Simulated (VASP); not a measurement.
Here is a VASP 6.6.1 calculation.

The input INCAR:

```
PREC     = Accurate       # precision mode
ENCUT    = 520            # plane-wave cutoff, eV
EDIFF    = 1E-6           # SCF threshold, eV
ISMEAR   = 0              # smearing method
SIGMA    = 0.03           # smearing width, eV
LREAL    = F              # projectors in reciprocal space
LASPH    = T              # aspherical terms in the spheres
NELM     = 80             # most SCF steps
ALGO     = Normal         # electronic algorithm
ISIF     = 2              # what is computed and relaxed
LWAVE    = F              # write WAVECAR
LCHARG   = T              # write CHGCAR
LNONCOLLINEAR= T              # non-collinear magnetism
MAGMOM   = 0 0 0 0 0 0    # initial moments
LORBIT   = 11             # projections on sites
LSORBIT  = T              # spin-orbit coupling
GGA_COMPAT= F            
LDIPOL   = T            
IDIPOL   = 3            
DIPOL    = 0.5 0.5 0.500
GGA      = PE             # functional
LVHAR    = T            
LVACPOTAV= T            
KPAR     = 4
```

The input KPOINTS:

```
Automatic mesh
0
Gamma
  12 12 1
```

POSCAR

```
BAs                                     
1.0
    3.3784387459      0.0000000000      0.0000000000
   -1.6892193729      2.9258137743      0.0000000000
    0.0000000000      0.0000000000     16.0000000000
  B               As            
     1     1
Direct
     0.3333330000000032    0.6666669999999968    0.5000000000000000
     0.6666669999999968    0.3333330000000032    0.5000000000000000
```

Potentials or basis: VASP PAW PBE potentials, release 64 (B, As).

Launch:

```console
$ cat potpaw_PBE.64/B/POTCAR potpaw_PBE.64/As/POTCAR > POTCAR
$ mpirun -np 4 vasp_ncl > vasp.out
```

Q: Estimate the work function of the upper face.

A: 4.71 eV.

Q: What does it give for the work function of the lower face?

A: 4.71 eV.

Q: Estimate the net moment.

A: 0.00 μB per cell.

Moments on the atoms (μB; x, y, z):
```
B   0.00 0.00 0.00
As  0.00 0.00 0.00
```
